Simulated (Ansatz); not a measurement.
Input, command and steps of an Ansatz relaxation.

```yaml
crystal:
  lattice:
    - [2.4893869934, 0.0, 0.0]
    - [-1.2446934967, 2.1558723761, 0.0]
    - [0.0, 0.0, 6.8051543361]
  atoms:
    - { symbol: C, position: [0.0, 0.0, 0.0025000175] }
    - { symbol: C, position: [0.0, 0.0, 0.5025000175] }
    - { symbol: C, position: [0.3333333333, 0.6666666667, 0.0024999825] }
    - { symbol: C, position: [0.6666666667, 0.3333333333, 0.5024999825] }
basis:
  ecutwfc: 420
kpoints:
  mp_grid: { grid: [18, 18, 6] }
hamiltonian:
  xc: pbe
  dispersion: d3bj
scf:
  occupations: { method: gaussian, width: 0.1 }
output:
  forces: true
  stress: true
  eigenvalues: true
relax:
  adjacent_minimum: "off"
  f_tol: 0.01
  max_steps: 30
  cell: { stress_tol: 0.1, fix: [volume] }
```

```bash
ansatz run input.yaml --threads 1 --pin off --max-ram 2560MiB --backend cpu --events-out ev --progress --plain --runs-dir out
```

All numbers below come from DFT PBE+D3(BJ), scalar-relativistic, plane waves, PAW (Ansatz 0.2.0).

The volume is held at 1.03 times that of the relaxed cell.

Of 6 frames 5 are shown, positions in Å and forces in eV/Å; the SCF threshold varies from step to step. Steps run on the plane waves of an earlier cell, with a Pulay correction in the pressure. The basis is chosen afresh for the last frame, the zero of the energies, and at times for earlier ones too; energy and pressure step there, also at an unchanged geometry.

```xyz
4
Lattice="2.4894 0.0000 0.0000 -1.2447 2.1559 0.0000 0.0000 0.0000 6.8052" Properties=species:S:1:pos:R:3:forces:R:3 pbc="T T T" step=1 free_energy_over_end_meV_per_atom=6.26 pressure_GPa=-8.17
C     0.0000    0.0000    0.0170    0.0000    0.0000    0.0000
C     0.0000    0.0000    3.4196    0.0000    0.0000    0.0000
C     0.0000    1.4372    0.0170    0.0000    0.0000    0.0000
C     1.2447    0.7186    3.4196    0.0000    0.0000    0.0000
4
Lattice="2.4732 0.0000 0.0000 -1.2366 2.1418 0.0000 0.0000 0.0000 6.8947" Properties=species:S:1:pos:R:3:forces:R:3 pbc="T T T" step=2 free_energy_over_end_meV_per_atom=0.65 pressure_GPa=-2.96
C     0.0000    0.0000    0.0172    0.0000    0.0000    0.0000
C     0.0000    0.0000    3.4646    0.0000    0.0000    0.0000
C     0.0000    1.4279    0.0172    0.0000    0.0000    0.0000
C     1.2366    0.7139    3.4646    0.0000    0.0000    0.0000
4
Lattice="2.4670 0.0000 0.0000 -1.2335 2.1365 0.0000 0.0000 0.0000 6.9292" Properties=species:S:1:pos:R:3:forces:R:3 pbc="T T T" step=3 free_energy_over_end_meV_per_atom=0.21 pressure_GPa=-0.92
C     0.0000    0.0000    0.0173    0.0000    0.0000    0.0000
C     0.0000    0.0000    3.4819    0.0000    0.0000    0.0000
C     0.0000    1.4243    0.0173    0.0000    0.0000    0.0000
C     1.2335    0.7122    3.4819    0.0000    0.0000    0.0000
4
Lattice="2.4670 0.0000 0.0000 -1.2335 2.1365 0.0000 0.0000 0.0000 6.9292" Properties=species:S:1:pos:R:3:forces:R:3 pbc="T T T" step=4 free_energy_over_end_meV_per_atom=0.00 pressure_GPa=-0.90
C     0.0000    0.0000    0.0173    0.0000    0.0000    0.0000
C     0.0000    0.0000    3.4819    0.0000    0.0000    0.0000
C     0.0000    1.4243    0.0173    0.0000    0.0000    0.0000
C     1.2335    0.7122    3.4819    0.0000    0.0000    0.0000
4
Lattice="2.4666 0.0000 0.0000 -1.2333 2.1362 0.0000 0.0000 0.0000 6.9312" Properties=species:S:1:pos:R:3:forces:R:3 pbc="T T T" step=6 free_energy_over_end_meV_per_atom=0.00 pressure_GPa=-0.78
C     0.0000    0.0000    0.0173    0.0000    0.0000    0.0000
C     0.0000    0.0000    3.4830    0.0000    0.0000    0.0000
C     0.0000    1.4241    0.0173    0.0000    0.0000    0.0000
C     1.2333    0.7121    3.4830    0.0000    0.0000    0.0000
```

Time: 22 s on 1 thread of Intel(R) Xeon(R) Processor @ 2.70GHz, on a shared host, peak memory 0.37 GiB.